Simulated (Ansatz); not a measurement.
**P in Ansatz: the effect of functional**

The system is P.

```
CELL_PARAMETERS angstrom
1.64774 -5.46504 0.00000
1.64774 5.46504 0.00000
0.00000 0.00000 4.54364
ATOMIC_POSITIONS crystal
P 0.90414 0.09586 0.58882
P 0.09586 0.90414 0.41118
P 0.59586 0.40414 0.08882
P 0.40414 0.59586 0.91118
```

Alike in all runs:

* Program: Ansatz 0.2.0
* Task: projected density of states
* Potentials or basis: Ansatz PAW
* k mesh: 5 × 5 × 4
* Occupations: fermi-dirac, width 0.05 eV
* Spin: no spin polarisation

Q: One run gave: gap on the mesh 1.02 eV; pressure -0.1 GPa; largest force 0.14 eV/Å. Which functional did it use?
A. PBE0
B. LDA
C. PBEsol
D. r2SCAN0
E. HSE06

A: E.

```csv
functional,cutoff,gap on the mesh (eV),pressure (GPa),largest force (eV/Å)
LDA,420 eV (not typed: the program's choice for these potentials),0.34,-2.0,0.20
PBE,420 eV (not typed: the program's choice for these potentials),0.44,2.1,0.33
PBEsol,420 eV (not typed: the program's choice for these potentials),0.37,-0.5,0.29
RPBE,420 eV (not typed: the program's choice for these potentials),0.49,3.9,0.35
revPBE,420 eV (not typed: the program's choice for these potentials),0.48,3.4,0.35
BLYP,420 eV (not typed: the program's choice for these potentials),0.52,6.5,0.46
r2SCAN,500 eV (not typed: the program's choice for these potentials),0.57,0.8,0.09
HSE06,420 eV (not typed: the program's choice for these potentials),1.02,-0.1,0.14
PBE0,420 eV (not typed: the program's choice for these potentials),1.68,-0.2,0.15
r2SCAN0,500 eV (not typed: the program's choice for these potentials),1.75,-0.8,0.17
```

Caveats: odd divisions of the mesh miss points on the zone boundary, where band edges often lie, so the gap on the mesh can be too wide; the density of states is complete only up to the lowest level of the last band computed; the PAW data sets come from PBE, with cores solved anew for the run's functional, which leaves a small shift of forces and pressure (some runs); the thresholds are loose for stress (some runs).

A k mesh can miss the band edges.
